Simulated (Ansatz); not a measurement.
# K: the cost of one run

Program: Ansatz 0.2.0. Level of theory: DFT PBE, scalar-relativistic. These are calculated values, not measurements.

## (1) Starting point

Symmetry: Im-3m, No. 229, cubic system. The conventional cell has a = 5.236 Å, b = 5.236 Å, c = 5.236 Å, α = 90.00°, β = 90.00°, γ = 90.00°.

As a file:

```xyz
1
Lattice="-2.6180 2.6180 2.6180 2.6180 -2.6180 2.6180 2.6180 2.6180 -2.6180" Properties=species:S:1:pos:R:3 pbc="T T T"
K     0.0000    0.0000    0.0000
```

## (2) The deformed structure

Space group Im-3m before, I4/mmm after.

## (3) Full-potential LAPW

The input, input.yaml:

```yaml
crystal:
  lattice:
    - [-2.6050073639, 2.6050073639, 2.64418]
    - [2.6050073639, -2.6050073639, 2.64418]
    - [2.6050073639, 2.6050073639, -2.64418]
  atoms:
    - { symbol: K, position: [0.0, 0.0, 0.0] }
kpoints:
  mp_grid: { grid: [10, 10, 10] }
scf:
  occupations: { method: fermi_dirac, width: 0.08 }
hamiltonian:
  xc: pbe
  pseudopotentials: { kind: all_electron, lapw: { basis_error: 0.0005 } }
output:
  forces: true
  stress: true
  eigenvalues: true
```

Run with:

```console
$ ansatz run input.yaml --threads 1 --pin off --max-ram 2048MiB --backend cpu --events-out ev --progress --plain --runs-dir out
```

What time and memory should one allow on 1 thread of Intel Xeon Platinum 8375C at 2.90GHz (Ice Lake), shared host?

About 3.3 s, with a peak of 0.26 GiB.
